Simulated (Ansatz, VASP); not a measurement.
# BAs in VASP and in Ansatz

The input INCAR:

```
PREC = Accurate
ENCUT = 520
EDIFF = 1E-7
ISMEAR = 0
SIGMA = 0.05
LREAL = False
LASPH = True
NELM = 80
ALGO = Normal
ISIF = 2
LWAVE = False
LCHARG = False
GGA = PS
NBANDS = 11
```

KPOINTS

```
regular mesh
0
Gamma
  12 12 12
```

POSCAR

```
BAs
1.0
    0.0000000000      2.3885000000      2.3885000000
    2.3885000000      0.0000000000      2.3885000000
    2.3885000000      2.3885000000      0.0000000000
B As
1 1
Direct
    0.0000000000      0.0000000000      0.0000000000
    0.7500000000      0.7500000000      0.7500000000
```

Input for Ansatz:

```yaml
crystal:
  lattice:
    - [0.0, 2.3885, 2.3885]
    - [2.3885, 0.0, 2.3885]
    - [2.3885, 2.3885, 0.0]
  atoms:
    - { symbol: B, position: [0.0, 0.0, 0.0] }
    - { symbol: As, position: [0.75, 0.75, 0.75] }
basis:
  ecutwfc: 420
kpoints:
  mp_grid: { grid: [12, 12, 12] }
hamiltonian:
  xc: pbesol
scf:
  occupations: { method: gaussian, width: 0.05 }
output:
  forces: true
  stress: true
  eigenvalues: true
```

Alike in both runs: task single point; functional PBEsol; k mesh 12 × 12 × 12; occupations gaussian, width 0.05 eV; no spin polarisation.

```csv
,VASP,Ansatz
version,VASP 6.6.1,Ansatz 0.2.0
potentials or method,"VASP PAW PBE potentials, release 64 (B, As)","scalar-relativistic, plane waves, PAW"
plane-wave cutoff (eV),520,420
valence electrons in the cell,8,18
```

|  | VASP | Ansatz | Ansatz less VASP |
| --- | --- | --- | --- |
| gap on the k mesh at the Fermi level (eV) | 1.08 | 1.09 | +0.009 |
| least direct gap on the mesh (eV) | 3.24 | 3.24 | +0.004 |
| pressure (GPa) | 0.1 | -0.8 | -0.86 |

The two sets of potentials don't hold the same shells in valence.

Caveats: the PAW data sets were made with another functional, which shifts forces and pressure a little (VASP). A k mesh can miss the band edges.
